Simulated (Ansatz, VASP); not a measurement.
SnSe in VASP and in Ansatz

Contents of INCAR:

```
SYSTEM = SnSe
  PREC = Accurate
  ENCUT = 520
  EDIFF = 1E-6
  ISMEAR = 1
  SIGMA = 0.1
  LREAL = .FALSE.
  LASPH = .TRUE.
  NELM = 100
  ALGO = Normal
  ISIF = 2
  LWAVE = .FALSE.
  LCHARG = .TRUE.
  GGA = PS
  LELF = .TRUE.
  LVHAR = .TRUE.
  NBANDS = 17
```

Contents of KPOINTS:

```
Automatic mesh
0
G
  6 6 6
  0 0 0
```

Contents of POSCAR:

```
SnSe
1.0
    0.0000000000      2.9274923669      2.9274923669
    2.9274923669      0.0000000000      2.9274923669
    2.9274923669      2.9274923669      0.0000000000
Sn Se
1 1
Direct
    0.0000000000      0.0000000000      0.0000000000
    0.5000000000      0.5000000000      0.5000000000
```

Input for Ansatz:

```yaml
crystal:
  lattice:
    - [0.0, 2.9274923669187563, 2.9274923669187563]
    - [2.9274923669187563, 0.0, 2.9274923669187563]
    - [2.9274923669187563, 2.9274923669187563, 0.0]
  atoms:
    - { symbol: Sn, position: [0.0, 0.0, 0.0] }
    - { symbol: Se, position: [0.5, 0.5, 0.5] }
basis:
  ecutwfc: 500.0
kpoints:
  mp_grid:
    grid: [6, 6, 6]
hamiltonian:
  xc: pbesol
  pseudopotentials:
    kind: paw
scf:
  convergence:
    dr2_threshold: 1.0e-10
  occupations:
    method: methfessel_paxton
output:
  stress: true
```

Measurements of this composition are mostly on another form, of space group No. 62.

Alike in both runs: task single point; functional PBEsol; k mesh 6 × 6 × 6; no spin polarisation.

|  | VASP | Ansatz |
| --- | --- | --- |
| version | VASP 6.6.1 | Ansatz 0.2.0 |
| potentials or method | VASP PAW PBE potentials, release 64 (Sn_d, Se) | plane waves, PAW |
| plane-wave cutoff (eV) | 520 | 500 |
| occupations | methfessel-paxton of order 1, width 0.1 eV | methfessel-paxton of order 1 |
| valence electrons in the cell | 20 | 30 |

```csv
,VASP,Ansatz,Ansatz less VASP
pressure (GPa),2.5,2.5,-0.04
```

The two sets of potentials don't hold the same shells in valence.

Caveats: the PAW data sets were made with another functional, which shifts forces and pressure a little (VASP). A k mesh can miss the band edges.
